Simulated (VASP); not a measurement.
# HfB2 (nc) (P6/mmm) in VASP: further runs

Runs on HfB2 (nc). Level: PBE. Tasks: single point, relaxation of shape and atoms at fixed volume.

Everything below comes from runs of VASP 6.6.1. Logs are shortened: lines on timing, memory, paths and dates and some standing lists are left out, and cuts for length are marked.

## (1) The crystal as given

Symmetry: P6/mmm, No. 191, hexagonal system. Conventional cell: a = 3.086 Å, b = 3.086 Å, c = 3.406 Å, α = 90.00°, β = 90.00°, γ = 120.00°. Hf (site symmetry 6/mmm) has 12 B at 2.46 Å as nearest neighbours. B (site symmetry -6m2) has 3 B at 1.78 Å as nearest neighbours.

## (2) Single point, PBE

The input, INCAR:

```
SYSTEM = HfB2
ALGO = Normal
EDIFF = 1E-6
ENCUT = 520
GGA = PE
ISIF = 2
ISMEAR = 0
LASPH = .True.
LCHARG = .False.
LREAL = .False.
LWAVE = .False.
NBANDS = 15
NELM = 100
PREC = Accurate
SIGMA = 0.1
```

The input, KPOINTS:

```
k-points
0
Gamma
  15 15 12
  0 0 0
```

The input, POSCAR:

```
HfB2
1.0
    3.0863278662      0.0000000000      0.0000000000
   -1.5431639331      2.6728383365      0.0000000000
    0.0000000000      0.0000000000      3.4056495646
Hf B
1 2
Direct
    0.0000000000      0.0000000000      0.0000000000
    0.3333333333      0.6666666667      0.5000000000
    0.6666666667      0.3333333333      0.5000000000
```

Potentials or basis: VASP PAW PBE potentials, release 64 (Hf_pv, B).

On the command line:

```
$ cat potpaw_PBE.64/Hf_pv/POTCAR potpaw_PBE.64/B/POTCAR > POTCAR
$ mpirun -np 1 vasp_std > vasp.out
```

OUTCAR:

```text
SYSTEM = HfB2
   EDIFF = 1E-6
   ENCUT = 520
   GGA = PE
   ISIF = 2
   ISMEAR = 0
   LASPH = .True.
   LREAL = .False.
   NELM = 100
   PREC = Accurate

 ion  position               nearest neighbor table
   1  0.000  0.000  0.000-   2 2.46   3 2.46   2 2.46   3 2.46   2 2.46   2 2.46   3 2.46   3 2.46
                             3 2.46   3 2.46   2 2.46   2 2.46
   2  0.333  0.667  0.500-   3 1.78   3 1.78   3 1.78   1 2.46   1 2.46   1 2.46   1 2.46   1 2.46
                             1 2.46
   3  0.667  0.333  0.500-   2 1.78   2 1.78   2 1.78   1 2.46   1 2.46   1 2.46   1 2.46   1 2.46
                             1 2.46

  LATTYP: Found a hexagonal cell.
 ALAT       =     3.0863278662
 C/A-ratio  =     1.1034633105

  Lattice vectors:

 A1 = (   3.0863278662,   0.0000000000,   0.0000000000)
 A2 = (  -1.5431639331,   2.6728383365,   0.0000000000)
 A3 = (   0.0000000000,   0.0000000000,   3.4056495646)

Analysis of symmetry for initial positions (statically):
=====================================================================
 Subroutine PRICEL returns:
 Original cell was already a primitive cell.

 Routine SETGRP: Setting up the symmetry group for a
 hexagonal supercell.

 Subroutine GETGRP returns: Found 24 space group operations
 (whereof 24 operations were pure point group operations)
 out of a pool of 24 trial point group operations.

The static configuration has the point symmetry D_6h.

Analysis of symmetry for dynamics (positions and initial velocities):
=====================================================================
 Subroutine PRICEL returns:
 Original cell was already a primitive cell.

 Routine SETGRP: Setting up the symmetry group for a
 hexagonal supercell.

 Subroutine GETGRP returns: Found 24 space group operations
 (whereof 24 operations were pure point group operations)
 out of a pool of 24 trial point group operations.

The dynamic configuration has the point symmetry D_6h.

 Subroutine INISYM returns: Found 24 space group operations
 (whereof 24 operations are pure point group operations),
 and found     1 'primitive' translations

----------------------------------------------------------------------------------------

                                     Primitive cell

  volume of cell :      28.0941

  direct lattice vectors                    reciprocal lattice vectors
     3.086327866  0.000000000  0.000000000     0.324009646  0.187067056  0.000000000
    -1.543163933  2.672838336  0.000000000     0.000000000  0.374134113  0.000000000
     0.000000000  0.000000000  3.405649565     0.000000000  0.000000000  0.293629741

  length of vectors
     3.086327866  3.086327866  3.405649565     0.374134113  0.374134113  0.293629741

  position of ions in fractional coordinates (direct lattice)
     0.000000000  0.000000000  0.000000000
     0.333333333  0.666666667  0.500000000
     0.666666667  0.333333333  0.500000000

  ion indices of the primitive-cell ions
   primitive index   ion index
                 1           1
                 2           2
                 3           3

----------------------------------------------------------------------------------------

 KPOINTS: k-points

Automatic generation of k-mesh.
 Grid dimensions read from file:
 generate k-points for:   15   15   12

 Generating k-lattice:

  Cartesian coordinates                     Fractional coordinates (reciprocal lattice)
     0.021600643  0.012471137  0.000000000     0.066666667 -0.000000000  0.000000000
     0.000000000  0.024942274  0.000000000     0.000000000  0.066666667  0.000000000
     0.000000000  0.000000000  0.024469145     0.000000000  0.000000000  0.083333333

  Length of vectors
     0.024942274  0.024942274  0.024469145

  Shift w.r.t. Gamma in fractional coordinates (k-lattice)
     0.000000000  0.000000000  0.000000000

 Subroutine IBZKPT returns following result:
 ===========================================

 Found    189 irreducible k-points:

 Following reciprocal coordinates:
            Coordinates               Weight
  0.000000  0.000000  0.000000      1.000000
  0.066667  0.000000  0.000000      6.000000
  0.133333  0.000000  0.000000      6.000000
  0.200000  0.000000  0.000000      6.000000
  0.266667  0.000000  0.000000      6.000000
  0.333333  0.000000  0.000000      6.000000
[... 16 lines left out ...]
  0.333333  0.200000  0.000000     12.000000
  0.400000  0.200000  0.000000      6.000000
 [... further k-points ...]
   k-points           NKPTS =    189   k-points in BZ     NKDIM =    189   number of bands    NBANDS=     15
   number of dos      NEDOS =    301   number of ions     NIONS =      3
   total plane-waves  NPLWV =  16128
   dimension x,y,z NGX =    24 NGY =   24 NGZ =   28
   dimension x,y,z NGXF=    48 NGYF=   48 NGZF=   56
   ions per type =               1   2
   NGX,Y,Z   is equivalent  to a cutoff of  12.93, 12.93, 13.67 a.u.
   NGXF,Y,Z  is equivalent  to a cutoff of  25.86, 25.86, 27.34 a.u.
 SYSTEM =  HfB2
   PREC   = accura    normal or accurate (medium, high low for compatibility)
   ISTART =      0    job   : 0-new  1-cont  2-samecut
   ICHARG =      2    charge: 1-file 2-atom 10-const
   ISPIN  =      1    spin polarized calculation?
   LNONCOLLINEAR =      F non collinear calculations
   LSORBIT =      F    spin-orbit coupling
   LASPH  =      T    aspherical Exc in radial PAW
   ENCUT  =  520.0 eV  38.22 Ry    6.18 a.u.   5.74  5.74  6.33*2*pi/ulx,y,z
   NELM   =    100;   NELMIN=  2; NELMDL= -5     # of ELM steps
   EDIFF  = 0.1E-05   stopping-criterion for ELM
   LREAL  =      F    real-space projection
   EDIFFG = 0.1E-04   stopping-criterion for IOM
   NSW    =      0    number of steps for IOM
   IBRION =     -1    ionic relax: 0-MD 1-quasi-New 2-CG
   NFREE  =      0    steps in history (QN), initial steepest desc. (CG)
   ISIF   =      2    stress and relaxation
   ISYM   =      2    0-nonsym 1-usesym 2-fastsym
   POTIM  = 0.5000    time-step for ionic-motion
   TEBEG  =    0.0;   TEEND  =   0.0 temperature during run
   PSTRESS=    0.0 pullay stress
   NELECT =      16.0000    total number of electrons
   NUPDOWN=      -1.0000    fix difference up-down
   EMIN   =  10.00;   EMAX   =-10.00  energy-range for DOS
   EFERMI =   0.00;   METHOD = LEGACY
   ISMEAR =     0;   SIGMA  =   0.10  broadening in eV -4-tet -1-fermi 0-gaus
   EFERMI_NEDOS =   21; number of points for ismear=-14 and -15
   IALGO  =     38    algorithm
   IMIX   =      4    mixing-type and parameters
     AMIX     =   0.40;   BMIX     =  1.00
     AMIX_MAG =   1.60;   BMIX_MAG =  1.00
  volume/ion in A,a.u.               =       9.36        63.20
  Fermi-wavevector in a.u.,A,eV,Ry     =   1.356990  2.564339 25.054059  1.841421
  Thomas-Fermi vector in A             =   2.483946
   LORBIT       =      0    0 simple, 1 ext, 2 COOP (PROOUT), +10 PAW based schemes
   GGA     = PE    functional components
   LHFCALC =     F    Hartree Fock is set to
   AEXX    =    0.0000 exact exchange contribution
   IVDW    =     0    specifies the selected vdW correction
   LEPSILON=     F    determine dielectric tensor
   LRPA    =     F    only Hartree local field effects (RPA)
 non-spin polarized calculation
 Gauss-broadening in eV      SIGMA  =   0.10
  energy-cutoff  :      520.00
  volume of cell :       28.09
 maximum number of plane-waves:       770
 NGX is ok and might be reduce to    24
   NGX = 11   NGY = 11   NGZ = 13

 number of electron      16.0000001 magnetization

 Free energy of the ion-electron system (eV)
  ---------------------------------------------------
  ext. energy  EPLUGINS =         0.00000000
  ---------------------------------------------------
  free energy    TOTEN  =       -26.31310207 eV

  energy without entropy =      -26.31196921  energy(sigma->0) =      -26.31253564

 E-fermi :   8.1489     XC(G=0): -12.8632

 val. band max:        8.1399869402   @ k =   0.0667   0.0667   0.4167
 cond. band min:       8.1888247151   @ k =   0.1333   0.1333   0.2500
 fundamental gap:      0.0488377748
 Fermi energy:         8.1488921926

 k-point     1 :       0.0000    0.0000    0.0000
  band No.  band energies     occupation
      1     -22.3309      2.00000
      2     -21.7636      2.00000
      3     -21.7636      2.00000
      4      -5.9520      2.00000
      5       4.9925      2.00000
      6       5.0694      2.00000
      7       5.0694      2.00000
      8       5.4009      2.00000
      9      12.4320      0.00000
     10      12.4320      0.00000
     11      13.1316      0.00000
     12      13.1316      0.00000
     13      13.3238      0.00000
     14      13.3238      0.00000
     15      13.4638      0.00000

 k-point     2 :       0.0667    0.0000    0.0000
  band No.  band energies     occupation
      1     -22.3239      2.00000
      2     -21.8064      2.00000
      3     -21.7729      2.00000
      4      -5.8496      2.00000
      5       4.7911      2.00000
      6       5.0700      2.00000
      7       5.0953      2.00000
      8       5.3018      2.00000
      9      12.1610      0.00000
     10      12.3574      0.00000
     11      12.4803      0.00000
     12      12.5715      0.00000
     13      13.7528      0.00000
     14      14.1787      0.00000
     15      14.2650      0.00000

 k-point     3 :       0.1333    0.0000    0.0000
  band No.  band energies     occupation
      1     -22.3041      2.00000
      2     -21.9256      2.00000
      3     -21.7991      2.00000
      4      -5.5510      2.00000
      5       4.0811      2.00000
      6       5.0450      2.00000
      7       5.0577      2.00000
      8       5.3634      2.00000
      9      11.1464      0.00000
     10      12.0840      0.00000
     11      12.1558      0.00000
     12      12.7957      0.00000
     13      14.3430      0.00000
     14      15.1119      0.00000
     15      15.4908      0.00000
[... 343 lines left out ...]
 k-point    23 :       0.3333    0.2000    0.0000
  band No.  band energies     occupation
      1     -22.5536      2.00000
      2     -22.1599      2.00000
      3     -22.1599      2.00000
      4      -1.9216      2.00000
      5       0.0037      2.00000
      6       1.9993      2.00000
      7       4.3557      2.00000
      8       7.2549      2.00000
      9       7.8997      1.99957
     10      10.5352      0.00000
     11      13.7868      0.00000
     12      15.4691      0.00000
     13      17.1200      0.00000
     14      18.5262      0.00000
     15      18.8647      0.00000

 k-point    24 :       0.4000    0.2000    0.0000
  band No.  band energies     occupation
      1     -22.5705      2.00000
      2     -22.1811      2.00000
      3     -22.1541      2.00000
      4      -1.2100      2.00000
      5      -0.7198      2.00000
      6       1.8886      2.00000
      7       4.3958      2.00000
      8       7.0264      2.00000
      9       7.8560      1.99997
     10      11.2842      0.00000
     11      13.0196      0.00000
     12      15.4346      0.00000
     13      17.7088      0.00000
     14      18.8090      0.00000
     15      19.2404      0.00000

 [... further k-points ...]
[... 5 lines left out ...]
  --------------------------------------------------------------------------------------
  -------------------------------------------------------------------------------------
  Total        2.9552735      2.9552735      3.0334298      0.0000000      0.0000000      0.0000000
  in kB      168.5363371    168.5363371    172.9935157      0.0000000      0.0000000      0.0000000
  external PRESSURE =     170.0220633 kB  Pullay stress =       0.0000000 kB

 VOLUME and BASIS-vectors are now :
 -----------------------------------------------------------------------------
  energy-cutoff  :      520.00
  volume of cell :       28.09
      direct lattice vectors                 reciprocal lattice vectors
     3.086327866  0.000000000  0.000000000     0.324009646  0.187067056  0.000000000
    -1.543163933  2.672838336  0.000000000     0.000000000  0.374134113  0.000000000
     0.000000000  0.000000000  3.405649565     0.000000000  0.000000000  0.293629741

 POSITION                                       TOTAL-FORCE (eV/Angst)
 -----------------------------------------------------------------------------------
      0.00000      0.00000      0.00000        -0.000000      0.000000      0.000000
     -0.00000      1.78189      1.70282         0.000000      0.000000     -0.000000
      1.54316      0.89095      1.70282        -0.000000     -0.000000      0.000000
 -----------------------------------------------------------------------------------
    total drift:                               -0.000000      0.000000      0.000000

  FREE ENERGIE OF THE ION-ELECTRON SYSTEM (eV)
  ---------------------------------------------------
  free  energy   TOTEN  =       -26.3131020671 eV

  energy  without entropy=      -26.3119692146  energy(sigma->0) =      -26.31253564
```

Run time: 26 s. Hardware: 1 thread of Intel Xeon 6975P-C (Granite Rapids), shared host; peak memory 0.2 GiB.

Results:

* Free energy: -26.3131 eV
* Pressure: 17.0 GPa
* Band gap on the k mesh: none (metal or under the smearing width)

Stress tensor (GPa, compression positive):
```
16.85  0.00  0.00
 0.00 16.85  0.00
 0.00  0.00 17.30
```

Levels at points of the mesh, in eV from the Fermi level:
```csv
k point,band 5,band 6,band 7,band 8,band 9,band 10,band 11,band 12
"(0.00, 0.00, 0.00)",-3.16,-3.08,-3.08,-2.75,4.28,4.28,4.98,4.98
"(0.00, 0.00, 0.50)",-8.61,-1.26,-1.26,0.26,0.26,1.02,1.02,2.44
```

Caveat: so large a pressure means that the cell lies far from this level's equilibrium, or that cutoff or potentials fall short. The run has no spin-orbit coupling, so splittings on Hf are missing.

## (3) Relaxation of shape and atoms at fixed volume, PBE

The input, INCAR:

```
SYSTEM = HfB2
PREC = Accurate
ENCUT = 600
EDIFF = 1E-6
ISMEAR = 0
SIGMA = 0.1
LREAL = .FALSE.
LASPH = .TRUE.
NELM = 100
ALGO = Normal
ISIF = 4
LWAVE = .FALSE.
LCHARG = .FALSE.
GGA = PE
IBRION = 2
NSW = 50
EDIFFG = -0.01
```

The input, KPOINTS:

```
regular mesh
0
G
  15 15 12
  0 0 0
```

The input, POSCAR:

```
HfB2
1.0
    3.0837867391      0.0000000000      0.0000000000
   -1.5418933696      2.6706376559      0.0000000000
    0.0000000000      0.0000000000      3.4112645794
Hf B
1 2
Direct
    0.0000000000      0.0000000000      0.0000000000
    0.3333333333      0.6666666667      0.5000000000
    0.6666666667      0.3333333333      0.5000000000
```

Potentials or basis: VASP PAW PBE potentials, release 64 (Hf_pv, B).

On the command line:

```
$ cat potpaw_PBE.64/Hf_pv/POTCAR potpaw_PBE.64/B/POTCAR > POTCAR
$ mpirun -np 1 vasp_std > vasp.out
```

Wall time 48 s (1 thread of Intel Xeon 6975P-C (Granite Rapids), shared host); peak memory 0.23 GiB.

The run converged. Its results:

```
Free energy               : -26.3154 eV
Energy gained by relaxing : 0.0 meV/atom
Ionic steps               : 2
Pressure after relaxing   : 17.0 GPa
Band gap on the k mesh    : none (metal or under the smearing width)
```

Stress tensor (GPa, compression positive):
```
16.97  0.00  0.00
 0.00 16.97  0.00
 0.00  0.00 17.04
```

Final structure:
```
Hf B
1.0
     3.08537    0.00000    0.00000
    -1.54268    2.67201    0.00000
     0.00000    0.00000    3.40777
Hf B
1 2
Direct
  0.00000 0.00000 0.00000
  0.33333 0.66667 0.50000
  0.66667 0.33333 0.50000
```

Levels at points of the mesh, in eV from the Fermi level:
```tsv
k point	band 5	band 6	band 7	band 8	band 9	band 10	band 11	band 12
(0.00, 0.00, 0.00)	-3.16	-3.07	-3.07	-2.76	4.28	4.28	4.98	5.18
(0.00, 0.00, 0.50)	-8.61	-1.26	-1.26	0.27	0.27	1.02	1.02	2.42
```
